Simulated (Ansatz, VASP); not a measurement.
**MgI2: VASP beside Ansatz**

```
Mg I
1.0
     4.21061    0.00000    0.00000
    -2.10530    3.64649    0.00000
     0.00000    0.00000    6.67777
Mg I
1 2
Direct
  0.00000 0.00000 0.00000
  0.33333 0.66667 0.75763
  0.66667 0.33333 0.24237
```

Alike in both runs: task single point; functional PBEsol; k mesh 6 × 6 × 4; occupations gaussian, width 0.05 eV; no spin polarisation.

|  | VASP | Ansatz |
| --- | --- | --- |
| version | VASP 6.6.1 | Ansatz 0.2.0 |
| potentials or method | VASP PAW PBE potentials, release 64 (Mg, I) | scalar-relativistic, plane waves, PAW |
| plane-wave cutoff (eV) | 520 | 420 |
| valence electrons in the cell | 16 | 44 |

|  | VASP | Ansatz | Ansatz less VASP |
| --- | --- | --- | --- |
| gap on the k mesh at the Fermi level (eV) | 3.25 | 3.26 | +0.014 |
| least direct gap on the mesh (eV) | 3.30 | 3.31 | +0.010 |
| pressure (GPa) | -0.2 | -0.2 | +0.02 |
| largest component of the traceless stress (GPa) | 0.98 | 0.98 | -0.006 |
| rms of the force components (eV/Å) | 0.027 | 0.029 | +0.0021 |

Atom by atom the forces differ by 0.002 eV/Å (rms over components). The functional is the same, so the differences come from potentials, cutoffs and numerics. The two sets of potentials don't hold the same shells in valence.

Caveats: the PAW data sets were made with another functional, which shifts forces and pressure a little (VASP); spin-orbit coupling is left out, which moves the levels of the heavy elements; this functional lacks dispersion, which binds the layers, so the pressure and a relaxed spacing across them are unreliable. A k mesh can miss the band edges. PBEsol gaps usually lie below the measured ones, often by a third to a half.
